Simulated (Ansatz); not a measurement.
Write a Python script for the Python package of Ansatz (0.2.0) that makes cell relaxations under several functionals of NbC, space group Fm-3m. Level of theory (first run): RPBE, PAW, cutoff 550 eV, 13×13×13 k-points, cold smearing of 0.1 eV.

```xyz
2
Lattice="0.0000 2.2346 2.2346 2.2346 0.0000 2.2346 2.2346 2.2346 0.0000" Properties=species:S:1:pos:R:3 pbc="T T T"
Nb    0.0000    0.0000    0.0000
C     2.2346    2.2346    2.2346
```

`lattice_nbc.py`
```python
"""How the lattice of NbC depends on the functional."""

import warnings

import ansatz as az
import numpy as np

def edges_and_angles(cell):
    cell = np.asarray(cell)
    a, b, c = np.linalg.norm(cell, axis=1)
    cosines = cell[1] @ cell[2] / (b * c), cell[0] @ cell[2] / (a * c), cell[0] @ cell[1] / (a * b)
    return (a, b, c, *np.degrees(np.arccos(cosines)))


def main() -> None:
    warnings.simplefilter("ignore", az.DeckWarning)

    lattice = az.Lattice.of(
        (0.0, 2.23455, 2.23455),
        (2.23455, 0.0, 2.23455),
        (2.23455, 2.23455, 0.0),
    )
    sites = [
        ("Nb", (0.0, 0.0, 0.0)),
        ("C", (0.5, 0.5, 0.5)),
    ]
    cell = az.Crystal(lattice=lattice)
    for symbol, position in sites:
        cell = cell.atom(symbol, position)

    setup = (
        cell.calculation()
        .basis(550)  # a bare number is in eV
        .kpoints(spacing=0.2)  # the mesh must be finer for metals
        .occupations("cold")
        .relax(cell=True, force_tolerance=0.02)
    )

    levels = [("rpbe", "none"), ("r2scan", "d4"), ("r2scan", "none"), ("pbe", "none")]
    print("level            a       b       c    alpha   beta  gamma  V/atom  steps")
    for name, dispersion in levels:
        seen = []
        run = setup.functional(name, dispersion=dispersion).session().plan()
        res = run.execute(on_event=lambda e: seen.append(e) if e["event"] == "relax_step" else None)
        cell = res.lattice.cell_ang
        label = name if dispersion == "none" else f"{name}+{dispersion}"
        print("{:13s} {:7.4f} {:7.4f} {:7.4f} {:6.2f} {:6.2f} {:6.2f}".format(label, *edges_and_angles(cell)), f"{abs(np.linalg.det(cell)) / len(res.lattice.sites):7.3f} {len(seen):5d}")


if __name__ == "__main__":
    main()
```

```console
$ python lattice_nbc.py
level            a       b       c    alpha   beta  gamma  V/atom  steps
rpbe           3.1845  3.1845  3.1845  60.00  60.00  60.00  11.418     5
r2scan+d4      3.1630  3.1630  3.1630  60.00  60.00  60.00  11.188     4
r2scan         3.1690  3.1690  3.1690  60.00  60.00  60.00  11.252     4
pbe            3.1713  3.1713  3.1713  60.00  60.00  60.00  11.276     4
```

From smallest to largest: r2SCAN+D4 (11.19 Å³ an atom, +0.3 % against the start), r2SCAN (11.25 Å³ an atom, +0.8 % against the start), PBE (11.28 Å³ an atom, +1.1 % against the start) and RPBE (11.42 Å³ an atom, +2.3 % against the start). The spread is 2.1 % in volume.

Spin is left out of this run. Forces vanish by symmetry, so the ions can't move, and the end may be a saddle. Dispersion corrections can be off by several per cent in the lattices of metals, and by several GPa in the pressure at a fixed cell. Edges and angles are those of the cell as typed, here a primitive one, not of the conventional cell. The starting cell is as deposited in a crystallographic database; the results hold for this polymorph, which needn't be the stable one. Run time: 50 s on 1 thread of Intel(R) Xeon(R) Platinum 8259CL CPU @ 2.50GHz (Skylake/Cascade Lake), on a shared host, peak memory 0.52 GiB.
